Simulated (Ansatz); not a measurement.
`O[SiH2]OBF` + `OCCO` → `OCBF` + `OCO[SiH2]O`  (formal exchange of groups at a B–O bond)

Isolated molecules relaxed with PBE0-D4/def2-TZVP in Ansatz; ΔE leaves out vibrations. CBS: MP2 limit from def2 TZ/QZ plus the TZ coupled-cluster correction, frozen cores. This one scheme is used for every species. Functionals use def2-TZVPP. B3LYP here is the variant with VWN-RPA as its local correlation; programs differ in this. Each species was taken in one conformer, which may not be the lowest.

`O[SiH2]OBF`:

```xyz
9

O    -1.652    0.658    0.416
Si   -0.630    0.435   -0.840
O     0.847   -0.128   -0.375
B     1.456   -0.545    0.744
F     2.734   -0.889    0.672
H    -2.070   -0.103    0.821
H    -1.163   -0.562   -1.798
H    -0.426    1.764   -1.444
H     0.904   -0.630    1.803
```

`OCCO`:

Cartesian coordinates in Å:
```
O -0.303 0.701 1.522
C -0.708 0.475 0.196
C 0.452 0.034 -0.666
O 1.065 -1.127 -0.130
H 0.299 -0.017 1.747
H -1.507 -0.285 0.152
H -1.127 1.410 -0.186
H 1.227 0.804 -0.664
H 0.126 -0.123 -1.702
H 0.476 -1.873 -0.270
```

`OCBF`:

```xyz
8

O     0.963   -1.141   -0.494
C     0.311    0.109   -0.556
B    -0.656    0.459    0.609
F    -0.822   -0.424    1.588
H     0.672   -1.598    0.299
H    -0.258    0.190   -1.497
H     1.058    0.918   -0.626
H    -1.268    1.487    0.677
```

`OCO[SiH2]O`:

Z-matrix (Å, degrees):
```
C
O 1 1.396
O 1 1.400 2 112.3
H 1 1.095 2 111.0 3 117.7
H 1 1.095 2 107.0 3 -122.6
Si 2 1.652 1 121.0 3 -61.7
H 3 0.962 1 108.1 2 -67.2
O 6 1.638 2 113.5 1 73.7
H 6 1.474 2 106.5 1 -169.6
H 6 1.489 2 106.9 1 -48.3
H 8 0.960 6 115.4 2 -61.2
```

```json
{"level": "PBE0-D4", "ΔE (kJ/mol)": "167.7", "difference from CCSD(T)/CBS": "-7.7"}
{"level": "B3LYP-D4", "ΔE (kJ/mol)": "170.2", "difference from CCSD(T)/CBS": "-5.2"}
{"level": "ωB97X-V", "ΔE (kJ/mol)": "167.3", "difference from CCSD(T)/CBS": "-8.1"}
{"level": "B3LYP", "ΔE (kJ/mol)": "172.1", "difference from CCSD(T)/CBS": "-3.3"}
{"level": "HF/def2-TZVPP", "ΔE (kJ/mol)": "182.3", "difference from CCSD(T)/CBS": "6.9"}
{"level": "SCS-MP2/def2-TZVPP", "ΔE (kJ/mol)": "178.5", "difference from CCSD(T)/CBS": "3.1"}
{"level": "CCSD/def2-TZVPP", "ΔE (kJ/mol)": "176.4", "difference from CCSD(T)/CBS": "1.0"}
{"level": "MP2/def2-QZVPP", "ΔE (kJ/mol)": "180.4", "difference from CCSD(T)/CBS": "5.0"}
{"level": "SCS-MP2/def2-QZVPP", "ΔE (kJ/mol)": "179.3", "difference from CCSD(T)/CBS": "3.9"}
{"level": "MP2/CBS(def2)", "ΔE (kJ/mol)": "180.3", "difference from CCSD(T)/CBS": "4.9"}
{"level": "CCSD(T)/CBS", "ΔE (kJ/mol)": "175.4", "difference from CCSD(T)/CBS": "0"}
```

Largest T1 diagnostic among the species: 0.013.

From PBE to PBE0 (25 % exact exchange), in def2-TZVPP and without D4, ΔE moves by +5.6 kJ/mol.

CCSD(T)/CBS has its own doubt, a few kJ/mol and more with outer-core shells, so smaller differences from it don't rank the levels.
